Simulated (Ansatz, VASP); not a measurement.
## Two plane-wave programs on GaSb

File POSCAR:

```
GaSb
1.0
    0.0000000000      3.0658787986      3.0658787986
    3.0658787986      0.0000000000      3.0658787986
    3.0658787986      3.0658787986      0.0000000000
Ga Sb
1 1
Direct
    0.0000000000      0.0000000000      0.0000000000
    0.2500000000      0.2500000000      0.2500000000
```

The input INCAR.step1:

```
SYSTEM = GaSb
ALGO = Normal
EDIFF = 1E-4
ENCUT = 520
GGA = PE
ISMEAR = -1
LASPH = .TRUE.
LCHARG = .FALSE.
LREAL = .FALSE.
LWAVE = .TRUE.
NBANDS = 16
NELM = 60
PREC = Accurate
SIGMA = 0.02
```

File INCAR.step2:

```
SYSTEM = GaSb
ALGO = Normal
EDIFF = 1E-6
ENCUT = 520
ISIF = 2
ISMEAR = -1
ISTART = 1
LASPH = .TRUE.
LCHARG = .FALSE.
LMIXTAU = .TRUE.
LREAL = .FALSE.
LWAVE = .FALSE.
METAGGA = R2SCAN
NBANDS = 16
NELM = 60
PREC = Accurate
SIGMA = 0.02
```

The input KPOINTS:

```
k-points
0
G
  6 6 6
  0 0 0
```

Input for Ansatz:

```yaml
crystal:
  lattice:
    - [0.0, 3.0658787986, 3.0658787986]
    - [3.0658787986, 0.0, 3.0658787986]
    - [3.0658787986, 3.0658787986, 0.0]
  atoms:
    - { symbol: Ga, position: [0.0, 0.0, 0.0] }
    - { symbol: Sb, position: [0.25, 0.25, 0.25] }
kpoints:
  mp_grid: { grid: [6, 6, 6] }
hamiltonian:
  xc: r2scan
scf:
  occupations: { method: fermi_dirac, width: 0.02 }
  n_extra_bands: 4
output:
  forces: true
  stress: true
  eigenvalues: true
```

Alike in both runs: task single point; functional r2SCAN; k mesh 6 × 6 × 6; occupations fermi-dirac, width 0.02 eV; no spin polarisation.

|  | VASP | Ansatz |
| --- | --- | --- |
| version | VASP 6.6.1 | Ansatz 0.2.0 |
| potentials or method | VASP PAW PBE potentials, release 64 (Ga_d, Sb) | plane waves |
| plane-wave cutoff (eV) | 520 | 500 |
| valence electrons in the cell | 18 | 28 |

|  | VASP | Ansatz | Ansatz less VASP |
| --- | --- | --- | --- |
| pressure (GPa) | 0.1 | 0.0 | -0.09 |

With one functional, cell and mesh, what is left measures potentials, basis and numerics. The two sets of potentials don't hold the same shells in valence.

Caveats: the PAW data sets were made with another functional, which shifts forces and pressure a little (VASP); spin-orbit coupling is left out, which moves the levels of the heavy elements. A k mesh can miss the band edges. r2SCAN opens gaps a little over a GGA but as a rule still falls short of measured ones.
